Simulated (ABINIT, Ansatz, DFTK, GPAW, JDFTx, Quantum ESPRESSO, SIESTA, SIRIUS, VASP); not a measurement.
# Ge: 9 runs at one level of theory

```
CELL_PARAMETERS angstrom
0.00000 2.82891 2.82891
2.82891 0.00000 2.82891
2.82891 2.82891 0.00000
ATOMIC_POSITIONS crystal
Ge 0.75000 0.75000 0.75000
Ge 0.50000 0.50000 0.50000
```

Alike in all runs: task single point; functional PBEsol; k mesh 8 × 8 × 8; occupations fermi-dirac, width 0.05 eV; no spin polarisation; no spin-orbit coupling. Pressure is positive in compression and, in plane waves, holds the error of the finite cutoff.

| program and potentials | plane-wave cutoff (eV) | notes | band gap (eV) | pressure (GPa) |
| --- | --- | --- | --- | --- |
| Ansatz, all-electron LAPW, scalar-relativistic | - | - | no gap | 0.65 |
| SIRIUS, PseudoDojo 0.4.1 PBEsol standard (scalar relativistic) | 1078 | 14 valence electrons an atom on average | ? | ? |
| SIESTA, files PseudoDojo sr-pbesol-0.4.1-standard, DZP (energy shift 0.003 Ry; two zetas on semicore shells) | - | atomic basis; 14 valence electrons an atom on average | no gap | 1.76 |
| JDFTx, PseudoDojo-SR-PBEsol-0.4.1-standard with smoothed tails | 1061 | 14 valence electrons an atom on average | no gap | 0.64 |
| GPAW, PAW data sets generated for this functional | 600 | 4 valence electrons an atom on average | 0.04 | 0.95 |
| ABINIT, PseudoDojo NC SR PBEsol v0.4.1 standard | 1061 | 14 valence electrons an atom on average | no gap | 0.64 |
| Quantum ESPRESSO, GBRV 1.5 PBEsol | 612 | 14 valence electrons an atom on average | no gap | 0.41 |
| DFTK, PseudoDojo SR PBEsol 0.4.1 standard (PBEsol) | 1061 | 14 valence electrons an atom on average | no gap | 0.64 |
| VASP, PBE PAW files Ge_d, 520 eV | 520 | potentials made for PBE; 14 valence electrons an atom on average | no gap | 0.55 |

Task: Estimate from the other rows what the run with SIRIUS, PseudoDojo 0.4.1 PBEsol standard (scalar relativistic) gave.

Result: Band gap 0.00 eV; pressure 0.65 GPa. The other rows, which needn't bracket it: band gap 0.04; pressure 0.41 to 1.76.
